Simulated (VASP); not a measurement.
# PbO2 (Fm-3m) in VASP: a series of runs, part 3 of 3

VASP 6.6.1. Earlier steps stand in the parts before.

## (4) Single point, PBE

This run uses another cell than the first one, of 14.50 Å³/atom, 1.100 times its volume.

INCAR reads:

```
SYSTEM = PbO2
PREC = Accurate ; ENCUT = 520
EDIFF = 1E-7 ; ISMEAR = 0
SIGMA = 0.1 ; LREAL = .False.
LASPH = .True. ; NELM = 100
ALGO = Normal ; ISIF = 2
LWAVE = .False. ; LCHARG = .False.
GGA = PE ; NBANDS = 20
```

KPOINTS reads:

```
Automatic mesh
0
Gamma
  14 14 14
  0 0 0
```

POSCAR reads:

```
PbO2
1.0
    0.0000000000      2.7911946896      2.7911946896
    2.7911946896      0.0000000000      2.7911946896
    2.7911946896      2.7911946896      0.0000000000
Pb O
1 2
Direct
    0.0000000000      0.0000000000      0.0000000000
    0.2500000000      0.2500000000      0.2500000000
    0.7500000000      0.7500000000      0.7500000000
```

Potentials or basis: VASP PAW PBE potentials, release 64 (Pb_d, O).

Command:

```bash
> cat potpaw_PBE.64/Pb_d/POTCAR potpaw_PBE.64/O/POTCAR > POTCAR
> mpirun -np 1 vasp_std > vasp.out
```

OUTCAR:

```text
SYSTEM = PbO2
   PREC = Accurate
   ENCUT = 520
   EDIFF = 1E-7
   ISMEAR = 0
   LREAL = .False.
   LASPH = .True.
   NELM = 100
   ISIF = 2
   GGA = PE

 ion  position               nearest neighbor table
   1  0.000  0.000  0.000-   3 2.42   3 2.42   3 2.42   2 2.42   3 2.42   2 2.42   2 2.42   2 2.42

   2  0.250  0.250  0.250-   1 2.42   1 2.42   1 2.42   1 2.42
   3  0.750  0.750  0.750-   1 2.42   1 2.42   1 2.42   1 2.42

  LATTYP: Found a face centered cubic cell.
 ALAT       =     5.5823893792

  Lattice vectors:

 A1 = (   0.0000000000,   2.7911946896,   2.7911946896)
 A2 = (   2.7911946896,   0.0000000000,   2.7911946896)
 A3 = (   2.7911946896,   2.7911946896,   0.0000000000)

Analysis of symmetry for initial positions (statically):
=====================================================================
 Subroutine PRICEL returns:
 Original cell was already a primitive cell.

 Routine SETGRP: Setting up the symmetry group for a
 face centered cubic supercell.

 Subroutine GETGRP returns: Found 48 space group operations
 (whereof 48 operations were pure point group operations)
 out of a pool of 48 trial point group operations.

The static configuration has the point symmetry O_h .

Analysis of symmetry for dynamics (positions and initial velocities):
=====================================================================
 Subroutine PRICEL returns:
 Original cell was already a primitive cell.

 Routine SETGRP: Setting up the symmetry group for a
 face centered cubic supercell.

 Subroutine GETGRP returns: Found 48 space group operations
 (whereof 48 operations were pure point group operations)
 out of a pool of 48 trial point group operations.

The dynamic configuration has the point symmetry O_h .

 Subroutine INISYM returns: Found 48 space group operations
 (whereof 48 operations are pure point group operations),
 and found     1 'primitive' translations

----------------------------------------------------------------------------------------

                                     Primitive cell

  volume of cell :      43.4911

  direct lattice vectors                    reciprocal lattice vectors
     0.000000000  2.791194690  2.791194690    -0.179134763  0.179134763  0.179134763
     2.791194690  0.000000000  2.791194690     0.179134763 -0.179134763  0.179134763
     2.791194690  2.791194690  0.000000000     0.179134763  0.179134763 -0.179134763

  length of vectors
     3.947345385  3.947345385  3.947345385     0.310270511  0.310270511  0.310270511

  position of ions in fractional coordinates (direct lattice)
     0.000000000  0.000000000  0.000000000
     0.250000000  0.250000000  0.250000000
     0.750000000  0.750000000  0.750000000

  ion indices of the primitive-cell ions
   primitive index   ion index
                 1           1
                 2           2
                 3           3

----------------------------------------------------------------------------------------

 KPOINTS: Automatic mesh

Automatic generation of k-mesh.
 Grid dimensions read from file:
 generate k-points for:   14   14   14

 Generating k-lattice:

  Cartesian coordinates                     Fractional coordinates (reciprocal lattice)
    -0.012795340  0.012795340  0.012795340     0.071428571  0.000000000  0.000000000
     0.012795340 -0.012795340  0.012795340     0.000000000  0.071428571  0.000000000
     0.012795340  0.012795340 -0.012795340     0.000000000  0.000000000  0.071428571

  Length of vectors
     0.022162179  0.022162179  0.022162179

  Shift w.r.t. Gamma in fractional coordinates (k-lattice)
     0.000000000  0.000000000  0.000000000

 Subroutine IBZKPT returns following result:
 ===========================================

 Found    104 irreducible k-points:

 Following reciprocal coordinates:
            Coordinates               Weight
  0.000000  0.000000  0.000000      1.000000
  0.071429  0.000000  0.000000      8.000000
  0.142857  0.000000  0.000000      8.000000
  0.214286  0.000000  0.000000      8.000000
  0.285714  0.000000  0.000000      8.000000
  0.357143  0.000000  0.000000      8.000000
[... 16 lines left out ...]
  0.214286  0.142857  0.000000     24.000000
  0.285714  0.142857  0.000000     24.000000
 [... further k-points ...]
   k-points           NKPTS =    104   k-points in BZ     NKDIM =    104   number of bands    NBANDS=     20
   number of dos      NEDOS =    301   number of ions     NIONS =      3
   total plane-waves  NPLWV =  27000
   dimension x,y,z NGX =    30 NGY =   30 NGZ =   30
   dimension x,y,z NGXF=    60 NGYF=   60 NGZF=   60
   ions per type =               1   2
   NGX,Y,Z   is equivalent  to a cutoff of  12.63, 12.63, 12.63 a.u.
   NGXF,Y,Z  is equivalent  to a cutoff of  25.27, 25.27, 25.27 a.u.
 SYSTEM =  PbO2
   PREC   = accura    normal or accurate (medium, high low for compatibility)
   ISTART =      0    job   : 0-new  1-cont  2-samecut
   ICHARG =      2    charge: 1-file 2-atom 10-const
   ISPIN  =      1    spin polarized calculation?
   LNONCOLLINEAR =      F non collinear calculations
   LSORBIT =      F    spin-orbit coupling
   LASPH  =      T    aspherical Exc in radial PAW
   ENCUT  =  520.0 eV  38.22 Ry    6.18 a.u.   7.34  7.34  7.34*2*pi/ulx,y,z
   NELM   =    100;   NELMIN=  2; NELMDL= -5     # of ELM steps
   EDIFF  = 0.1E-06   stopping-criterion for ELM
   LREAL  =      F    real-space projection
   EDIFFG = 0.1E-05   stopping-criterion for IOM
   NSW    =      0    number of steps for IOM
   IBRION =     -1    ionic relax: 0-MD 1-quasi-New 2-CG
   NFREE  =      0    steps in history (QN), initial steepest desc. (CG)
   ISIF   =      2    stress and relaxation
   ISYM   =      2    0-nonsym 1-usesym 2-fastsym
   POTIM  = 0.5000    time-step for ionic-motion
   TEBEG  =    0.0;   TEEND  =   0.0 temperature during run
   PSTRESS=    0.0 pullay stress
   NELECT =      26.0000    total number of electrons
   NUPDOWN=      -1.0000    fix difference up-down
   EMIN   =  10.00;   EMAX   =-10.00  energy-range for DOS
   EFERMI =   0.00;   METHOD = LEGACY
   ISMEAR =     0;   SIGMA  =   0.10  broadening in eV -4-tet -1-fermi 0-gaus
   EFERMI_NEDOS =   21; number of points for ismear=-14 and -15
   IALGO  =     38    algorithm
   IMIX   =      4    mixing-type and parameters
     AMIX     =   0.40;   BMIX     =  1.00
     AMIX_MAG =   1.60;   BMIX_MAG =  1.00
  volume/ion in A,a.u.               =      14.50        97.83
  Fermi-wavevector in a.u.,A,eV,Ry     =   1.379111  2.606141 25.877554  1.901947
  Thomas-Fermi vector in A             =   2.504110
   LORBIT       =      0    0 simple, 1 ext, 2 COOP (PROOUT), +10 PAW based schemes
   GGA     = PE    functional components
   LHFCALC =     F    Hartree Fock is set to
   AEXX    =    0.0000 exact exchange contribution
   IVDW    =     0    specifies the selected vdW correction
   LEPSILON=     F    determine dielectric tensor
   LRPA    =     F    only Hartree local field effects (RPA)
 non-spin polarized calculation
 Gauss-broadening in eV      SIGMA  =   0.10
  energy-cutoff  :      520.00
  volume of cell :       43.49
 maximum number of plane-waves:      1211
 NGX is ok and might be reduce to    30
   NGX = 15   NGY = 15   NGZ = 15

 number of electron      26.0000001 magnetization

 Free energy of the ion-electron system (eV)
  ---------------------------------------------------
  ext. energy  EPLUGINS =         0.00000000
  ---------------------------------------------------
  free energy    TOTEN  =       -15.48729691 eV

  energy without entropy =      -15.48289686  energy(sigma->0) =      -15.48509689

 E-fermi :   4.4274     XC(G=0): -10.6234

 val. band max:        4.4244908928   @ k =   0.1429   0.0000   0.0000
 cond. band min:       4.4472160725   @ k =  -0.2857   0.5000   0.2143
 fundamental gap:      0.0227251796
 Fermi energy:         4.4274155583

 k-point     1 :       0.0000    0.0000    0.0000
  band No.  band energies     occupation
      1     -13.3412      2.00000
      2     -11.1376      2.00000
      3     -11.1376      2.00000
      4     -11.1376      2.00000
      5     -11.0899      2.00000
      6     -10.9923      2.00000
[... 12 lines left out ...]
     19      19.5189      0.00000
[... 513 lines left out ...]
      4     -11.0560      2.00000
      5     -11.0021      2.00000
      6     -10.9717      2.00000
[... 12 lines left out ...]
     19      19.6208      0.00000
     20      20.1241      0.00000

 [... further k-points ...]

------------------------ aborting loop because EDIFF is reached ----------------------------------------

  FORCE on cell =-STRESS in cart. coord.  units (eV):
  Direction    XX          YY          ZZ          XY          YZ          ZX
  --------------------------------------------------------------------------------------
  -------------------------------------------------------------------------------------
  Total       -2.6527668     -2.6527668     -2.6527668      0.0000000      0.0000000      0.0000000
  in kB      -97.7258064    -97.7258064    -97.7258064      0.0000000      0.0000000      0.0000000
  external PRESSURE =     -97.7258064 kB  Pullay stress =       0.0000000 kB

 VOLUME and BASIS-vectors are now :
 -----------------------------------------------------------------------------
  energy-cutoff  :      520.00
  volume of cell :       43.49
      direct lattice vectors                 reciprocal lattice vectors
     0.000000000  2.791194690  2.791194690    -0.179134763  0.179134763  0.179134763
     2.791194690  0.000000000  2.791194690     0.179134763 -0.179134763  0.179134763
     2.791194690  2.791194690  0.000000000     0.179134763  0.179134763 -0.179134763

 POSITION                                       TOTAL-FORCE (eV/Angst)
 -----------------------------------------------------------------------------------
      0.00000      0.00000      0.00000         0.000000     -0.000000      0.000000
      1.39560      1.39560      1.39560         0.000000      0.000000      0.000000
      4.18679      4.18679      4.18679        -0.000000     -0.000000     -0.000000
 -----------------------------------------------------------------------------------
    total drift:                                0.000000     -0.000000      0.000000

  FREE ENERGIE OF THE ION-ELECTRON SYSTEM (eV)
  ---------------------------------------------------
  free  energy   TOTEN  =       -15.4872969146 eV

  energy  without entropy=      -15.4828968558  energy(sigma->0) =      -15.48509689
```

OSZICAR:

```text
N       E                     dE             d eps       ncg     rms          rms(c)
DAV:   1     0.263589674415E+03    0.26359E+03   -0.13555E+04  4248   0.154E+03
DAV:   2     0.662209703604E+01   -0.25697E+03   -0.24490E+03  4508   0.415E+02
DAV:   3    -0.172954350882E+02   -0.23918E+02   -0.23386E+02  4952   0.131E+02
DAV:   4    -0.180315377000E+02   -0.73610E+00   -0.73517E+00  4652   0.235E+01
DAV:   5    -0.180544263309E+02   -0.22889E-01   -0.22886E-01  5548   0.439E+00    0.919E+00
DAV:   6    -0.155423996166E+02    0.25120E+01   -0.11678E+01  6292   0.374E+01    0.327E+00
DAV:   7    -0.154931634983E+02    0.49236E-01   -0.63196E-01  4696   0.891E+00    0.169E+00
DAV:   8    -0.154987858046E+02   -0.56223E-02   -0.21622E-01  4380   0.411E+00    0.918E-01
DAV:   9    -0.154865660280E+02    0.12220E-01   -0.32627E-02  5788   0.182E+00    0.194E-01
DAV:  10    -0.154872171464E+02   -0.65112E-03   -0.54985E-03  4468   0.510E-01    0.669E-02
DAV:  11    -0.154872859090E+02   -0.68763E-04   -0.19242E-04  4828   0.124E-01    0.281E-02
DAV:  12    -0.154872965050E+02   -0.10596E-04   -0.41601E-05  4580   0.483E-02    0.867E-03
DAV:  13    -0.154872969452E+02   -0.44014E-06   -0.39864E-06  4908   0.169E-02    0.808E-04
DAV:  14    -0.154872969146E+02    0.30611E-07   -0.37770E-07  4560   0.542E-03
   1 F= -.15487297E+02 E0= -.15485097E+02  d E =-.440006E-02
```

Run time: 95 s. Hardware: 1 thread of Intel Xeon Platinum 8259CL at 2.50GHz (Skylake/Cascade Lake), shared host; peak memory 0.23 GiB.

What came out:

| Item | Value |
| --- | --- |
| Free energy | -15.4873 eV |
| Pressure | -9.8 GPa |
| Band gap on the k mesh | none (metal or under the smearing width) |

## (5) Overview

```tsv
task	cell	cutoff (eV)	gap on the mesh (eV)	pressure (GPa)
single point	Fm-3m, 13.18 Å³/atom	520	none	0.2
relaxation of cell and atoms	relaxed	600	none	0.0
single point	Fm-3m, 14.5 Å³/atom	520	none	-9.8
```

Alike in all rows: level PBE; potentials or basis VASP PAW PBE potentials, release 64 (Pb_d, O); no spin polarisation; k mesh 14 × 14 × 14; smearing gaussian 0.1 eV.

Absolute energies hang on the potentials; compare differences alone.
